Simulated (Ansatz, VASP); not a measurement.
Two plane-wave programs on Ti

```
Ti
1.0
     3.75649    0.00000    0.00000
    -1.87825    3.25322    0.00000
     0.00000    0.00000    4.26187
Ti
3
Direct
  0.22540 0.00000 0.33333
  0.00000 0.22540 0.66667
  0.77460 0.77460 0.00000
```

Alike in both runs: task relaxation of cell and atoms; functional PBEsol; k mesh 6 × 6 × 4; occupations gaussian, width 0.1 eV; no spin polarisation.

|  | VASP | Ansatz |
| --- | --- | --- |
| version | VASP 6.6.1 | Ansatz 0.2.0 |
| potentials or method | VASP PAW PBE potentials, release 64 (Ti_sv) | scalar-relativistic, plane waves, PAW |
| plane-wave cutoff (eV) | 600 | 420 |
| valence electrons in the cell | 36 | 36 |

```tsv
	VASP	Ansatz	Ansatz less VASP
gap on the k mesh at the Fermi level, each at its own relaxed structure (eV)	none	none	-
relaxed volume (Å³/atom)	15.89	16.60	+0.714
relaxed cell length with the largest relative difference (Å)	2.359	2.742	+0.3829
energy change over the relaxation (meV/atom)	-1416	-1330	+86.3
```

A gap of «none» marks a metal or a gap that the smearing closes. One of these differences is far larger than is usual between the two programs; its cause wasn't traced.

Caveats: the k mesh is coarse (spacing up to 0.37 Å⁻¹), so the values aren't converged; the PAW data sets were made with another functional, which shifts forces and pressure a little (VASP).
